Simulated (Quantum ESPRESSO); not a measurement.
Hf in Quantum ESPRESSO: the effect of target pressure

The system is Hf.

```
CELL_PARAMETERS angstrom
-1.80500 1.80500 1.80500
1.80500 -1.80500 1.80500
1.80500 1.80500 -1.80500
ATOMIC_POSITIONS crystal
Hf 0.00000 0.00000 0.00000
```

This isn't the form of Hf at room conditions, which is hcp.

Alike in all runs:

| Quantity | Value |
| --- | --- |
| Program | Quantum ESPRESSO 7.5 |
| Task | relaxation of cell and atoms |
| Functional | PBEsol |
| Potentials or basis | GBRV 1.5 PBEsol |
| Cutoff | 707 eV |
| Density cutoff | 5633 eV |
| k mesh | 10 × 10 × 10 |
| Occupations | fermi-dirac, width 0.05 eV |
| Spin | no spin polarisation |

Each run relaxes the cell or the atoms first.

```csv
target pressure,relaxed volume (Å³/atom)
0 GPa,?
2 GPa,21.03
5 GPa,20.49
10 GPa,19.70
20 GPa,18.35
30 GPa,17.37
```

Task: What does the run with target pressure 0 GPa give?

Result: Relaxed volume 21.42 Å³/atom.

Worked out: In Murnaghan's law V^(-B') rises as a straight line in P. The other rows fit best with B' = 3.0, V0 = 21.45 Å³/atom and B0 = 102 GPa, which gives 21.45 Å³/atom at 0 GPa, against the run's 21.42.

Caveats: the volume moved by over 15 % at a fixed basis, so the end points are rough (some runs).
